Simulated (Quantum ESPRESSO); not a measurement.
A calculation with Quantum ESPRESSO 7.5 of CsPbCl3 (native input, structure typed inline):

File pw.in:

```
&CONTROL
  calculation = 'scf'
  prefix = 'pwscf'
  outdir = './tmp'
  pseudo_dir = './pseudo'
  tprnfor = .true.
  tstress = .true.
  disk_io = 'nowf'
/
&SYSTEM
  ibrav = 0
  nat = 5
  ntyp = 3
  ecutwfc = 55
  ecutrho = 440
  nbnd = 31
  occupations = 'smearing'
  smearing = 'fd'
  degauss = 0.00367493
/
&ELECTRONS
  conv_thr = 1d-09
  electron_maxstep = 120
  mixing_beta = 0.5
/
ATOMIC_SPECIES
Pb   207.2000 Pb.pbe-dn-kjpaw_psl.0.2.2.UPF
Cs   132.9055 Cs_pbe_v1.uspp.F.UPF
Cl    35.4500 cl_pbe_v1.4.uspp.F.UPF
CELL_PARAMETERS angstrom
   5.6050000000    0.0000000000    0.0000000000
   0.0000000000    5.6050000000    0.0000000000
   0.0000000000    0.0000000000    5.6050000000
ATOMIC_POSITIONS crystal
Pb     0.5000000000    0.5000000000    0.5000000000
Cs     0.0000000000    0.0000000000    0.0000000000
Cl     0.5000000000    0.0000000000    0.5000000000
Cl     0.0000000000    0.5000000000    0.5000000000
Cl     0.5000000000    0.5000000000    0.0000000000
K_POINTS automatic
5 5 5 0 0 0
```

Potentials or basis: SSSP 1.3 efficiency PBE.

The run is started by

```sh
$ OMP_NUM_THREADS=1 pw.x -in pw.in > pw.out
```

Problem. Write the same calculation in another form: ASE script, structure from a P1 CIF.

Solution. As run:

Contents of run.py:

```python
import numpy as np
from ase.calculators.espresso import Espresso, EspressoProfile
from ase.io import read

atoms = read('CsPbCl3.cif')

input_data = {
    'control': {'calculation': 'scf', 'prefix': 'pwscf', 'outdir': './tmp', 'tprnfor': True, 'tstress': True, 'disk_io': 'nowf'},
    'system': {'ecutwfc': 55.0, 'ecutrho': 440.0, 'nbnd': 31, 'occupations': 'smearing', 'smearing': 'fd', 'degauss': 0.00367493},
    'electrons': {'conv_thr': 1e-09, 'electron_maxstep': 120, 'mixing_beta': 0.5},
}
pseudopotentials = {'Cl': 'cl_pbe_v1.4.uspp.F.UPF', 'Pb': 'Pb.pbe-dn-kjpaw_psl.0.2.2.UPF', 'Cs': 'Cs_pbe_v1.uspp.F.UPF'}
profile = EspressoProfile(command='pw.x', pseudo_dir='pseudo')
dft = Espresso(profile=profile, input_data=input_data, pseudopotentials=pseudopotentials, kpts=(5, 5, 5), koffset=(0, 0, 0))
atoms.calc = dft

print(f'energy {atoms.get_potential_energy():.8f} eV')
print('forces (eV/A)')
print(np.round(atoms.get_forces(), 6))
print('stress (eV/A^3, Voigt)')
print(np.round(atoms.get_stress(), 8))
print(f'Fermi level {dft.get_fermi_level():.4f} eV')
```

The input CsPbCl3.cif:

```cif
data_CsPbCl3
_cell_length_a 5.60500000
_cell_length_b 5.60500000
_cell_length_c 5.60500000
_cell_angle_alpha 90.00000000
_cell_angle_beta 90.00000000
_cell_angle_gamma 90.00000000
_space_group_name_H-M_alt 'P1'
_space_group_name_Hall 'P 1'
_space_group_IT_number 1
loop_
_space_group_symop_operation_xyz
'x,y,z'
loop_
_atom_site_label
_atom_site_type_symbol
_atom_site_symmetry_multiplicity
_atom_site_Wyckoff_symbol
_atom_site_fract_x
_atom_site_fract_y
_atom_site_fract_z
_atom_site_occupancy
Pb1 Pb 1 a 0.5000000000 0.5000000000 0.5000000000 1
Cs1 Cs 1 a 0.0000000000 0.0000000000 0.0000000000 1
Cl1 Cl 1 a 0.5000000000 0.0000000000 0.5000000000 1
Cl2 Cl 1 a 0.0000000000 0.5000000000 0.5000000000 1
Cl3 Cl 1 a 0.5000000000 0.5000000000 0.0000000000 1
```

Potentials or basis: SSSP 1.3 efficiency PBE.

Run with:

```sh
$ OMP_NUM_THREADS=1 python run.py
```

Both were run:

|  | native input, structure typed inline | ASE script, structure from a P1 CIF |
| --- | --- | --- |
| Pressure | 1.7 GPa | 1.7 GPa |
| Band gap on the k mesh | 2.96 eV, direct | 2.96 eV, direct |

Keys that steer only the numerical path or the files written may differ.

Caveat: spin-orbit coupling is left out, which as a rule narrows the gap of such compounds by several tenths of an eV; an odd mesh through Γ misses points on the zone boundary, where band edges often lie.
